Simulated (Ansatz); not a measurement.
The system is CoO.

```
CELL_PARAMETERS angstrom
1.60222 0.92504 2.56647
-1.60222 0.92504 2.56647
0.00000 -1.85008 2.56647
ATOMIC_POSITIONS crystal
Co 0.99898 0.99898 0.99898
O 0.75102 0.75102 0.75102
```

Measurements of this composition are mostly on another form, of space group No. 225.

| Item | Value |
| --- | --- |
| Program | Ansatz 0.2.0 |
| Task | relaxation of cell and atoms |
| Functional | PBEsol |
| Potentials or basis | all-electron LAPW, scalar-relativistic |
| Basis error allowed | 0.001 eV/atom |
| k mesh | 7 × 7 × 7 |
| Occupations | fermi-dirac, width 0.05 eV |
| Spin | collinear spin, ferromagnetic start |
| Starting moments | [2.0, 0.0] μB |

At the start: volume 11.41 Å³/atom.

Problem. Where does the relaxation end?

Solution. Over 8 steps the energy falls by 27.6 meV/atom and the volume is 10.41 Å³/atom (-8.8 %); space group F-43m (No. 216, to 0.05 Å); moment 2.09 μB per cell.

Step by step:
```csv
step,energy change (eV),largest force (eV/Å),volume (Å³)
1,0.0000,0.2275,22.82
2,-0.0266,0.1724,22.25
3,-0.0484,0.0007,21.47
4,-0.0504,0.0655,20.37
5,-0.0550,0.0041,20.91
6,-0.0552,0.0015,20.82
7,-0.0552,0.0003,20.82
8,-0.0552,0.0003,20.82
```

Final structure:
```cif
data_structure
_symmetry_space_group_name_H-M 'P 1'
_symmetry_Int_Tables_number 1
_cell_length_a 3.0880
_cell_length_b 3.0880
_cell_length_c 3.0880
_cell_angle_alpha 60.006
_cell_angle_beta 60.006
_cell_angle_gamma 60.006
_cell_volume 20.82
loop_
_atom_site_label
_atom_site_type_symbol
_atom_site_fract_x
_atom_site_fract_y
_atom_site_fract_z
_atom_site_occupancy
Co1 Co 0.00001 0.00001 0.00001 1
O1 O 0.74999 0.74999 0.74999 1
```

Caveat: the k mesh is thin for a metal, which can move the energy by tens of meV per atom; a cell with one magnetic atom can't hold antiferromagnetic order, which such compounds often take.
